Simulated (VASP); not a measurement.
Input of a VASP 6.6.1 run:

Contents of INCAR:

```
SYSTEM = In5AgSe8
PREC = Accurate ; ENCUT = 600
EDIFF = 1E-7 ; ISMEAR = 0
SIGMA = 0.03 ; LREAL = .FALSE.
LASPH = .TRUE. ; NELM = 80
ALGO = Normal ; ISIF = 3
LWAVE = .FALSE. ; LCHARG = .FALSE.
GGA = PS ; IBRION = 2
NSW = 90 ; EDIFFG = -0.005
KPAR = 4
```

The input KPOINTS:

```
regular mesh
0
G
  6 6 4
  0 0 0
```

POSCAR

```
In5AgSe8                                
1.0
    5.7769615675      0.0000000000     -0.0000000000
    0.0000000000      5.7769615675      0.0000000000
    0.0000000000     -0.0000000000     11.6820620088
  In              Ag              Se            
     5     1     8
Direct
     0.0000000000000000    0.5000000000000000    0.2554631939633474
     0.5000000000000000    0.0000000000000000    0.7445368060366523
     0.0000000000000000    0.5000000000000000    0.7445368060366523
     0.5000000000000000    0.0000000000000000    0.2554631939633474
     0.5000000000000000    0.5000000000000000    0.0000000000000000
     0.0000000000000000    0.0000000000000000    0.5000000000000000
     0.2215354853024754    0.2215354853024754    0.1106288800454560
     0.2215354853024754    0.7784645146975245    0.8893711199545439
     0.7784645146975245    0.7784645146975245    0.1106288800454560
     0.7784645146975245    0.2215354853024754    0.8893711199545439
     0.7234485635440864    0.7234485635440864    0.6130305636273089
     0.7234485635440864    0.2765514364559139    0.3869694363726912
     0.2765514364559139    0.2765514364559139    0.6130305636273089
     0.2765514364559139    0.7234485635440864    0.3869694363726912
```

Potentials or basis: VASP PAW PBE potentials, release 64 (In_d, Ag, Se).

The run is started by

```bash
$ cat potpaw_PBE.64/In_d/POTCAR potpaw_PBE.64/Ag/POTCAR potpaw_PBE.64/Se/POTCAR > POTCAR
$ mpirun -np 4 vasp_std > vasp.out
```

**Question.** What does it give for the band gap on the k mesh?

**Answer.** 0.21 eV, indirect (least direct gap 0.27 eV).

**Question.** Estimate the relaxed volume.

**Answer.** 27.86 Å³/atom.

**Question.** What does it give for the relaxed cell?

**Answer.** a = 5.779 Å, b = 5.779 Å, c = 11.677 Å, α = 90.00°, β = 90.00°, γ = 90.00°.

Final structure:
```
In Ag Se
1.0
     5.77910    0.00000    0.00000
     0.00000    5.77910    0.00000
     0.00000    0.00000   11.67696
In Ag Se
5 1 8
Direct
  0.00000 0.50000 0.25553
  0.50000 0.00000 0.74447
  0.00000 0.50000 0.74447
  0.50000 0.00000 0.25553
  0.50000 0.50000 0.00000
  0.00000 0.00000 0.50000
  0.22179 0.22179 0.11073
  0.22179 0.77821 0.88927
  0.77821 0.77821 0.11073
  0.77821 0.22179 0.88927
  0.72349 0.72349 0.61289
  0.72349 0.27651 0.38711
  0.27651 0.27651 0.61289
  0.27651 0.72349 0.38711
```

Caveat: the PAW data sets were made with another functional, which shifts forces and pressure a little; spin-orbit coupling is left out, which moves the levels of the heavy elements. A k mesh can miss the band edges.
